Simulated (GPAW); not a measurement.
Crystal: CuI (Marshite).

```
I Cu
1.0
     0.00000    3.03150    3.03150
     3.03150    0.00000    3.03150
     3.03150    3.03150    0.00000
I Cu
1 1
Direct
  0.00000 0.00000 0.00000
  0.75000 0.75000 0.75000
```

Base run:

| Item | Value |
| --- | --- |
| Program | GPAW 26.7.0 |
| Functional | revPBE |
| Potentials or basis | the program's PAW data sets (release 1.2.1) made for this functional |
| Cutoff | 600 eV |
| Basis | pw |
| k mesh | 8 × 8 × 8 |
| Occupations | fermi-dirac, width 0.05 eV |
| Spin | no spin polarisation |

Its results: band gap on the k mesh 1.24 eV, direct; pressure 2.4 GPa.

The run is repeated on the same cell with these changes: functional from revPBE to LDA; occupations from fermi-dirac, width 0.05 eV to gaussian, width 0.02 eV. What comes out?

Band gap on the k mesh 0.96 eV, direct; pressure -3.9 GPa.

Caveats: spin-orbit coupling is left out, which moves the levels of the heavy elements.

Not every run made on this cell is shown here.
